PtSe₂ is a stack of layers, each made of a sheet of Pt between two sheets of Se. Its unit cell holds one Pt and two Se atoms, which gives nine independent motions in which all cells move in step (the Γ point, zero wave vector). The table lists their frequencies from a density-functional calculation in the local-density approximation (LDA).

Phonon frequencies of PtSe₂ (P-3m1, 3 atoms per cell) at Γ (q row 1), from ABINIT 10.8.3 with LDA and HGH pseudopotentials (semicore for Pt), without spin–orbit coupling or dispersion correction. Relaxed cell, 6×6×4 k mesh shifted by half a step along c, plane-wave cutoff 734.7 eV, Fermi–Dirac smearing 0.05 eV; acoustic sum rule imposed.

```csv
row,phonon q row (row),phonon frequency (cm⁻¹)
1,1,0.00
2,1,0.00
3,1,0.00
4,1,167.60
5,1,167.60
6,1,200.70
7,1,217.90
8,1,217.90
9,1,222.40
```

**(a) Which motions stand behind the nine frequencies, and why do some come in equal pairs?**

*Solution.* The first three rows are shifts of the whole crystal along its three axes. Such a shift stretches no bond and costs no energy. Their exact zeros are imposed on the calculation by this rule, so they are no measure of its accuracy.

The other six rows are true vibrations. The threefold axis through the layers makes the restoring forces for small displacements the same in every direction of the plane, so each in-plane motion appears twice at the same frequency. Motion along the stacking axis c has no partner and appears once. The sequence therefore reads pair, single, pair, single.

Each Pt atom sits at a centre of inversion, which sorts the vibrations once more. In the g modes the two Se sheets of a layer move in opposite directions and Pt stays at rest. In the u modes both Se sheets move together and Pt moves against them. The established assignment for PtSe₂, on which the rest of the argument relies, is Eg for the lower pair (167.6 cm⁻¹), A1g for the single mode at 200.7 cm⁻¹, Eu for the upper pair (217.9 cm⁻¹) and A2u for the top mode (222.4 cm⁻¹). E stands for in-plane motion, A for motion along c.

**(b) Suppose that the only forces act between Pt and Se. Where should the g modes lie, given the u modes?**

*Solution.* Let m be the mass of Se, M that of Pt, ω the angular frequency, and K the force constant between Pt and one Se sheet for a given direction. In a g mode Pt is at rest, and each Se swings against a fixed wall:

ω² = K/m.

In a u mode Pt recoils by 2m/M of the Se displacement, so that the centre of mass stays put. The same Se displacement then strains the Pt–Se links more, and the restoring force grows by the same fraction:

ω² = (K/m)(1 + 2m/M).

The limits show what this means. If Pt were infinitely heavy it could not recoil, and g and u modes of the same direction would coincide. The lighter the metal is, the further the u modes rise above the g modes, as long as the forces stay the same.

For PtSe₂, 2m/M is 0.81, so the u modes should lie higher by a factor √1.81 = 1.345. For motion along c, the A2u frequency then puts A1g at 222.4/1.345 ≈ 165 cm⁻¹. In the plane, the Eu frequency puts Eg at 217.9/1.345 ≈ 162 cm⁻¹.

The u modes served as input here and the g modes did not, so the comparison is a real test. Eg comes out 3% below its computed value, which means that the recoil of Pt is enough to account for the distance between the two pairs, and even overstates it slightly. A1g comes out 18% too low, about 35 cm⁻¹. The irregular row is thus the single mode at 200.7 cm⁻¹: on masses alone it would lie close to the lower pair.

**(c) What holds the A1g mode up, and why does the same force leave A2u alone?**

*Solution.* A stiffer Pt–Se link along c is the first idea, but it would raise A2u as well, and the estimate in (b) already contains the stiffness that A2u reports. The extra force must act in A1g and vanish in A2u. A force between the Se sheets does exactly this. In A2u all Se atoms move together, so no Se–Se distance changes. In A1g the two Se sheets of a layer move apart while each approaches the Se sheet of the next layer.

Call the force constant between the two Se sublattices K′. Their relative displacement in a g mode is twice that of one atom, so the g formula becomes

ω² = (K + 2K′)/m,

while the u formula stays as it was. At Γ, symmetry allows no other constants for a given direction. The two frequencies of each direction therefore fix K and K′ completely; this step translates the frequencies into forces and is not a further test.

The translation shows where the irregularity sits. K is similar in both directions, 122 N/m in the plane and 127 N/m along c. K′ is about 30 N/m along c but only about 4 N/m in the plane. Se–Se coupling thus supplies about a third of the stiffness of A1g and little of that of Eg.

These constants are not equally secure. The mesh of electronic states is coarse for a metal, and spin–orbit coupling is left out although Pt is a heavy element. If the u frequencies were off by 5 cm⁻¹, K′ along c would still lie between 27 and 33 N/m, but the in-plane value could be anywhere from 1 to 7 N/m. Errors in the g frequencies could widen both ranges. For the same reason the gap of 4.5 cm⁻¹ between Eu and A2u is too small to be given a cause.

Geometry suggests why K′ favours the c direction. The lines joining neighbouring Se atoms of opposite sheets lean more towards c than towards the plane, so moving the sheets apart changes these distances more than sliding them does. Springs along these lines would make K′ between two and three times larger along c than in the plane. That gives the right sense, though less contrast than the best values above. The argument is only a hint, because the same picture fails for the Pt–Se bonds: springs along them would make K along c 0.70 times its in-plane value, while the computed ratio is 1.04.

Which Se–Se contacts matter most remains a guess. Those within a layer measure 3.34 Å and those across the gap between layers 3.28 Å, so both may contribute. The gap deserves some caution, because LDA contains no long-range dispersion force, so any good spacing between the layers rests partly on a cancellation of errors. The plane-wave cutoff is also short for the stresses that set the cell size, and the relaxed cell still shows stress in all directions, about twice as large along c as in the plane, so neither the width of the gap nor its share in K′ is secure. K′ also includes any force that one Se exerts on another through the electrons around Pt.

The program output after this text gives the mass-only prediction made from the u modes, and the force constants obtained from all six vibrations.

Printed output of the fit:

```
Pt displacement relative to Se in the u modes (opposite sign): 0.8096
u/g frequency ratio from masses alone: 1.345
computed u/g ratio in the plane and along c: 1.3, 1.108
Eg without Se-Se coupling, from Eu and masses (1/cm): 162
A1g without Se-Se coupling, from A2u and masses (1/cm): 165.3
excess of computed Eg and A1g over these (1/cm): 5.619, 35.37
single mode less pair, g modes and u modes (1/cm): 33.1, 4.5
Pt-Se sublattice constant K in the plane and along c (N/m): 122.1, 127.2
Se-Se sublattice constant K' in the plane and along c (N/m): 4.308, 30.12
share of 2K' in the A1g stiffness (percent): 32.14
in-plane K' if Eu lay 5 1/cm lower or higher (N/m): 7.078, 1.475
K' along c if A2u lay 5 1/cm lower or higher (N/m): 32.95, 27.23
K' in the plane and along c with g and u labels swapped (N/m): 74.35, 63.29
height of Se above the Pt plane and Se-Se gap between layers (angstrom): 1.273, 2.477
Se-Se contact within the layer and across the gap (angstrom): 3.335, 3.284
K along c over K in plane, bond springs only and computed: 0.6975, 1.042
A2u from Eu with Pt-Se bond springs only (1/cm): 182
K' along c over in plane for springs along Se-Se contacts, within layer and across gap: 2.79, 2.643
```
